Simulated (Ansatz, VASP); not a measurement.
**Two plane-wave programs on BeTe**

```xyz
8
Lattice="6.8640 0.0000 0.0000 0.0000 6.8640 0.0000 0.0000 0.0000 3.8537" Properties=species:S:1:pos:R:3 pbc="T T T"
Be    4.5984    4.5984    1.9269
Be    1.1663    5.6977    0.9634
Be    2.2657    2.2657    0.0000
Be    5.6977    1.1663    2.8903
Te    5.6763    5.6763    0.0000
Te    2.2443    4.6197    2.8903
Te    1.1877    1.1877    1.9269
Te    4.6197    2.2443    0.9634
```

Alike in both runs: task relaxation of cell and atoms; functional PBE; k mesh 4 × 4 × 8; occupations gaussian, width 0.02 eV; no spin polarisation.

|  | VASP | Ansatz |
| --- | --- | --- |
| version | VASP 6.6.1 | Ansatz 0.2.0 |
| potentials or method | VASP PAW PBE potentials, release 64 (Be, Te) | scalar-relativistic, plane waves, PAW |
| plane-wave cutoff (eV) | 600 | 420 |
| valence electrons in the cell | 32 | 72 |

```tsv
	VASP	Ansatz	Ansatz less VASP
gap on the k mesh at the Fermi level, each at its own relaxed structure (eV)	1.32	1.33	+0.004
relaxed volume (Å³/atom)	22.78	22.73	-0.043
relaxed cell length with the largest relative difference (Å)	3.856	3.852	-0.0039
```

The two sets of potentials don't hold the same shells in valence.

Caveats: spin-orbit coupling is left out, which moves the levels of the heavy elements. A k mesh can miss the band edges. A hybrid or GW would open this gap; PBE tends to underestimate it.
